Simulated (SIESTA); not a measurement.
Crystal: WC (Qusongite).

```
CELL_PARAMETERS angstrom
2.90650 0.00000 0.00000
-1.45325 2.51710 0.00000
0.00000 0.00000 2.83660
ATOMIC_POSITIONS crystal
W 0.00000 0.00000 0.00000
C 0.66667 0.33333 0.50000
```

| Quantity | Value |
| --- | --- |
| Program | SIESTA 5.4.2 |
| Task | single point |
| Functional | PBE |
| Potentials or basis | PseudoDojo 0.4 standard (PBE files) |
| Basis | DZP (energy shift 0.003 Ry; two zetas on semicore shells) |
| Grid cutoff | 800 Ry |
| Energy shift | 0.003 Ry |
| k mesh | 10 × 10 × 9 |
| Occupations | fermi-dirac, width 0.05 eV |
| Spin | no spin polarisation |

On this cell: pressure 11.6 GPa; largest force under 0.003 eV/Å; band gap on the k mesh none (metal or under the smearing width).

The same run follows on a disturbed copy (atoms moved at random, drawn with an rms of 0.05 Å):

```
W C
1.0
     2.90650    0.00000    0.00000
    -1.45325    2.51710    0.00000
     0.00000    0.00000    2.83660
W C
1 1
Direct
  0.00594 0.00668 0.01947
  0.68209 0.32485 0.51994
```

Task: What changes?

Result: The energy (extrapolated to zero smearing) moves by +16.9 meV/atom; pressure 12.2 GPa; largest force 1.088 eV/Å; band gap on the k mesh none (metal or under the smearing width).

Forces in eV/Å, atoms in the order of the input:
```
W    0.869 -0.653  0.020
C   -0.869  0.651 -0.020
```

Stress tensor (GPa, compression positive):
```
13.70 -2.45  0.03
-2.45 10.03 -0.03
 0.03 -0.03 12.93
```

Caveats: short orbitals over semicore shells can move pressures by several GPa; the basis of atomic orbitals isn't converged, which shifts pressures, moduli and gaps.
